The volume change is the difference between the relaxed cell of SiC and the common start cell, as a percentage of the start cell. For each density functional, cell and atoms were relaxed until the stress was nearly gone. The relaxed lengths are the edges of the two-atom primitive cell; multiplied by $\sqrt{2}$ they give the familiar cubic edge. Changing the functional moves the volume by about 3 % and the edge by about 1 %, as much as a pressure of several GPa would.

Plane-wave PAW DFT relaxations of cell and atoms with VASP 6.6.1 for SiC (F-43m, two-atom primitive cell): 600 eV cutoff, 10 × 10 × 10 k-point mesh, Gaussian smearing of 0.03 eV, force criterion 0.01 eV/Å. Spin polarisation, spin–orbit coupling and dispersion corrections are not included. Volume changes are relative to the common start cell.

| functional | potentials | volume change (%) | relaxed length a (Å) | relaxed length b (Å) | relaxed length c (Å) |
| --- | --- | --- | --- | --- | --- |
| LDA | VASP-PAW-LDA-potentials,-recommended | -1.880 | 3.062 | 3.062 | 3.062 |
| PBE | VASP-PAW-PBE-potentials,-recommended | 1.420 | 3.096 | 3.096 | 3.096 |
| PBEsol | VASP-PAW-PBE-potentials,-recommended | 0.000 | 3.082 | 3.082 | 3.082 |
| r2SCAN | VASP-PAW-PBE-potentials,-recommended | -0.270 | 3.079 | 3.079 | 3.079 |
| AM05 | VASP-PAW-PBE-potentials,-recommended | -0.200 | 3.079 | 3.079 | 3.079 |

The first two rows mark the ends of the range: LDA gives the smallest crystal and PBE the largest. LDA takes the exchange and correlation energy at each point from the local electron density alone. PBE, a generalised gradient approximation (GGA), also uses how steeply the density varies, measured by the reduced gradient $s=|\nabla n|/[2(3\pi^2)^{1/3}n^{4/3}]$, where $n$ is the density. It multiplies the LDA exchange energy at each point, which is negative, by a factor that begins as $1+\mu s^2$, so uneven densities are favoured.

Stretching the crystal thins out the density between the atoms. Since $s$ measures the gradient against the density itself, it is expected to rise there. A functional that rewards this unevenness lowers the energy on expansion, which acts like a pressure from inside. The crystal swells until its own stiffness balances that pressure:

$$\frac{\Delta V}{V}\approx\frac{P}{B},\qquad P=-\frac{d(E_{\rm PBE}-E_{\rm LDA})}{dV}.$$

Here $V$ is the volume, $E$ the energy and $B$ the bulk modulus. What counts is how the energy difference between the functionals changes with volume, not how large it is.

The PBE relaxation itself supplies the stiffness. Moving from the start cell to its own minimum lowered the energy by only 2.8 meV per cell, and the harmonic law $\Delta E=B(\Delta V)^2/(2V)$ turns this into a bulk modulus of about 217 GPa. The 3.3 % between LDA and PBE then corresponds to roughly 7 GPa. In energy, PBE gains only about 9 meV per cell more than LDA for each per cent of expansion. Even in a crystal as stiff as SiC, so gentle a slope in the energy difference shifts the lattice visibly.

The third row tests the argument, because PBEsol has the same form as PBE but a weaker gradient term in exchange. Its coefficient is $\mu=10/81$, the value for an electron gas whose density varies slowly, while PBE uses about 0.22. If the swelling beyond LDA is proportional to $\mu$, PBEsol should cover a fraction $(10/81)/0.22\approx0.56$ of the way from LDA to PBE:

$$-1.88\,\%+0.56\times3.30\,\%\approx-0.03\,\%.$$

The calculation gives 0.00 %. LDA and PBE fix the line, and PBEsol played no part in setting it.

So close a hit should not be taken at face value. The form $1+\mu s^2$ holds only for small $s$, while the full factor levels off at larger values; with its slope at $s=1$, the same reasoning predicts +0.4 %. The estimate also leaves out the gradient term of correlation, which works against that of exchange. PBE is built so that the two cancel for weak ripples on a uniform density, and PBEsol weakens both. The swelling should therefore come mainly from regions of larger $s$, where exchange wins, and strict proportionality to $\mu$ is not expected. These runs do not show where in the crystal those regions lie. The LDA row, besides, uses its own set of atomic potentials. What the model supports is a PBEsol cell between those of LDA and PBE, not agreement to a few hundredths of a per cent.

The exact zero has a plainer origin. The PBEsol run met its stopping criterion at the first step, so the cell never moved. The small outward pressure that remained would expand it by only about 0.02 %. The start cell is thus almost the PBEsol minimum, and the signs in the table say whether a functional gives a larger or smaller crystal than PBEsol, not whether it errs against experiment.

The last two rows, r2SCAN and AM05, lie about halfway between LDA and PBE and within 0.3 % of PBEsol. Neither is described by a single coefficient $\mu$, so the estimate cannot be applied to them, but their construction suggests why they belong there. AM05 joins a description of the uniform gas to one of a surface, and r2SCAN uses the kinetic energy density to recognise different kinds of bonding and reproduces the slowly varying gas. Both should push less strongly towards expansion than PBE, though these runs do not isolate that effect. The difference of 0.07 % between the two is too small to interpret, since both use potentials made for PBE.

The order therefore does not follow the usual ladder from LDA through GGA to meta-GGA. PBE and AM05 stand on the same rung and differ by 1.6 % in volume, while r2SCAN, one rung higher, almost coincides with AM05. Nor does a shared cell size mean a shared electronic structure: in the same runs the band gap of r2SCAN is about 0.5 eV larger than that of AM05. For the lattice, the useful question is how much a functional's reward for an uneven density grows as the crystal expands. The output below gives the cubic edges and the estimates for PBEsol.

The analysis program printed:

```
Cubic edge and place between LDA (0) and PBE (1):
     row  edge_angstrom   place
     LDA          4.331       0
     PBE          4.378       1
  PBEsol          4.358  0.5697
  r2SCAN          4.354  0.4879
    AM05          4.355  0.5091
Volume spread from LDA to PBE in %: 3.3
Edge spread from LDA to PBE in angstrom: 0.04794
Volume spread within the GGA rung (PBE less AM05) in %: 1.62
Volume spread of PBEsol and AM05 and r2SCAN in %: 0.27
Ratio of exchange gradient coefficients PBEsol to PBE: 0.5612
PBEsol volume change predicted from the coefficients in %: -0.02815
Same with enhancement slopes at reduced gradient 0.5 in %: 0.081
Same with enhancement slopes at reduced gradient 1 in %: 0.3793
Energy gained by PBE on relaxing in meV per cell: 2.77
Bulk modulus from the PBE relaxation in GPa: 216.7
Bulk modulus from the r2SCAN relaxation in GPa (energy rounding about 10 %): 234.6
Pressure equivalent of the LDA to PBE spread in GPa: 7.151
Extra energy lowering of PBE over LDA per 1 % expansion in meV per cell: 9.235
Expansion still missing in the PBEsol row in %: 0.0208
Gap of r2SCAN less gap of AM05 in eV: 0.4913
```
